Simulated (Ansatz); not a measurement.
Theory: DFT PBE, scalar-relativistic, plane waves, PAW (Ansatz 0.2.0). Settings: cutoff 420 eV, Γ-centred meshes spaced at most about 0.3 Å⁻¹, and about 0.25 Å⁻¹ or finer for metals (2π included), Gaussian smearing. No spin polarisation in the final relaxations.

Temperature and zero-point effects are left out.

Two forms of CdHg₅Te₆ were relaxed alike.

A.

Space group P4/mmm (No. 123). a = 4.334 Å, b = 4.334 Å, c = 18.465 Å, α = 90.00°, β = 90.00°, γ = 90.00°
```
atom  site  symmetry       x       y       z
  Cd    1d     4/mmm  0.5000  0.5000  0.5000
  Hg    1a     4/mmm  0.0000  0.0000  0.0000
  Hg    2h       4mm  0.5000  0.5000  0.1663
  Hg    2g       4mm  0.0000  0.0000  0.3341
  Te    2g       4mm  0.0000  0.0000  0.1692
  Te    2h       4mm  0.5000  0.5000  0.3376
  Te    1b     4/mmm  0.0000  0.0000  0.5000
  Te    1c     4/mmm  0.5000  0.5000  0.0000
```

B.

Space group P-3m1 (No. 164). a = 4.342 Å, b = 4.342 Å, c = 21.280 Å, α = 90.00°, β = 90.00°, γ = 120.00°
| atom | site | symmetry | x | y | z |
| --- | --- | --- | --- | --- | --- |
| Cd | 1a | -3m. | 0.0000 | 0.0000 | 0.0000 |
| Hg | 2d | 3m. | 0.6667 | 0.3333 | 0.6671 |
| Hg | 1b | -3m. | 0.0000 | 0.0000 | 0.5000 |
| Hg | 2d | 3m. | 0.6667 | 0.3333 | 0.1671 |
| Te | 2d | 3m. | 0.3333 | 0.6667 | 0.5832 |
| Te | 2c | 3m. | 0.0000 | 0.0000 | 0.2502 |
| Te | 2d | 3m. | 0.3333 | 0.6667 | 0.0813 |

Question: Which arrangement of the elements on these sites is preferred, and by what margin?

Answer: A is lower, by 8 meV/atom. The two share one framework of sites and differ in which element sits where. A has Cd and Hg ordered on rock salt sites, space group P4/mmm (No. 123), 28.9 Å³/atom and no gap on its mesh; B has Cd and Hg ordered on rock salt sites, space group P-3m1 (No. 164), 29.0 Å³/atom and no gap. Counting Te atoms around Cd and Hg (those within 1.25 times the shortest such distance or 1.15 times the sum of covalent radii), A and B both have Cd 6, Hg 6. In A, around Cd lie 6 Te at 3.00–3.06 Å; around Hg on a site of symmetry 4/mmm lie 6 Te at 3.06–3.12 Å; Te on a site of symmetry 4mm has 6 Hg at 3.04–3.12 Å; 5 more sites not described. In B, Cd is surrounded by 6 Te at 3.05 Å; Hg on a site of symmetry 3m has 6 Te at 3.06–3.08 Å; Te on its first site is surrounded by 6 Hg at 3.07–3.08 Å; 4 more sites not described. Both come from invented guesses.

For metals, differences of a few meV/atom aren't resolved. These runs have no spin–orbit coupling, which can matter for Hg and Te. Cells relaxed within their symmetry can be saddle points.
